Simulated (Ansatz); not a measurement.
**PtS2 under changes of volume**

One of the cells (18.261 Å³/atom); the others are scaled copies at fixed shape and fractional positions:

```
CELL_PARAMETERS angstrom
3.54320 0.00000 0.00000
-1.77160 3.06850 0.00000
0.00000 0.00000 5.03880
ATOMIC_POSITIONS crystal
Pt 0.00000 0.00000 0.00000
S 0.66667 0.33333 0.77300
S 0.33333 0.66667 0.22700
```

| Quantity | Value |
| --- | --- |
| Program | Ansatz 0.2.0 |
| Functional | PBEsol |
| Potentials or basis | all-electron LAPW, scalar-relativistic |
| Cutoff | 274 eV (chosen from the basis error) |
| Basis error allowed | 0.002 eV/atom |
| k mesh | 9 × 9 × 5 |
| Occupations | fermi-dirac, width 0.05 eV |
| Spin | no spin polarisation |

| volume (Å³/atom) | energy over the lowest point (meV/atom) | pressure (GPa) | gap on the mesh (eV) | largest force (eV/Å) |
| --- | --- | --- | --- | --- |
| 17.165 | 97.36 | 18.4 | 1.01 | 2.004 |
| 17.531 | 60.57 | 14.0 | 1.00 | 1.624 |
| 17.896 | ? | ? | ? | ? |
| 18.261 | 14.84 | 6.4 | 0.96 | 0.951 |
| 18.626 | 3.97 | 3.2 | 0.94 | 0.653 |
| 18.992 | 0.00 | 0.3 | 0.92 | 0.379 |
| 19.357 | 2.19 | -2.2 | 0.90 | 0.126 |

Problem. What does the run at 17.896 Å³/atom give?

Solution. Energy over the lowest point 33.41 meV/atom; pressure 10.0 GPa; gap on the mesh 0.98 eV; largest force 1.273 eV/Å.

Worked out: A Birch-Murnaghan fit of order 3 (a polynomial in V^(-2/3)) to the other rows has its minimum at 19.04 Å³/atom with B0 = V·E''(V) = 140 GPa and B' = 4.6 at fixed shape and positions, which overstates the stiffness. It gives 33.42 meV/atom at 17.896 Å³/atom, against the run's 33.41, and -dE/dV = 10.0 GPa, against 10.0. A straight line through the other rows of the gap, of slope -0.938 eV per unit of ln V, gives 0.98 eV, against the run's 0.98.

Energies are extrapolated to zero smearing.

Caveats: spin-orbit coupling is left out, which moves the levels of the heavy elements; an odd mesh through Γ misses points on the zone boundary, where band edges often lie; forces of over 1 eV/Å show positions far from the minimum, so gaps and moduli don't describe the material at rest (some runs).
